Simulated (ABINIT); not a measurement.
Here is an ABINIT 10.8.3 (patched build) calculation.

run.abi

```
# Pseudopotentials
pp_dirpath "./"
pseudos "25_Mn_15_1.8_2.3_pbe_n_v1.0.psp8, 08_O_6_1.2_1.4_pbe_n_v1.0.psp8"

# Structure
acell 3.1423830023 3.1423830023 3.1423830023 Angstrom
rprim
     0.0000000000     0.7071067812     0.7071067812
     0.7071067812     0.0000000000     0.7071067812
     0.7071067812     0.7071067812     0.0000000000
ntypat 2
znucl 25 8
natom 2
typat 1 2
xred
     0.0000000000     0.0000000000     0.0000000000
     0.5000000000     0.5000000000     0.5000000000

# Plane-wave basis
ecut 52.5

# k points
kptopt 1
ngkpt 3 3 3
nshiftk 1
shiftk 0.0 0.0 0.0

# Exchange and correlation
ixc 41

# Bands and occupations
nband 16
occopt 3
tsmear 0.00183747

# Spin
nsppol 2
spinat
     0.0000000000     0.0000000000     5.0000000000
     0.0000000000     0.0000000000     0.0000000000

# SCF cycle
nstep 60
wfoptalg 10
toldfe 1.0e-7

# Output
iomode 3
prtwf 0
prtden 0
prteig 0
prtebands 0
enunit 2
```

Potentials or basis: SPMS NC PBE v1.0.

Launch:

```console
$ mpirun --bind-to none -np 4 abinit run.abi > log 2>&1
```

Q: Predict the site moments.

A: Mn +4.40; O +0.24 μB.

Q: What does it give for the pressure?

A: 1.2 GPa.

Q: Predict the net moment.

A: 5.00 μB per cell.

Caveat: the k mesh is coarse (spacing up to 0.82 Å⁻¹), so the values aren't converged, least of all with exact exchange; the potentials were made for another functional, which shifts forces and pressure; a cell with one magnetic atom can't hold antiferromagnetic order, which such compounds often take.
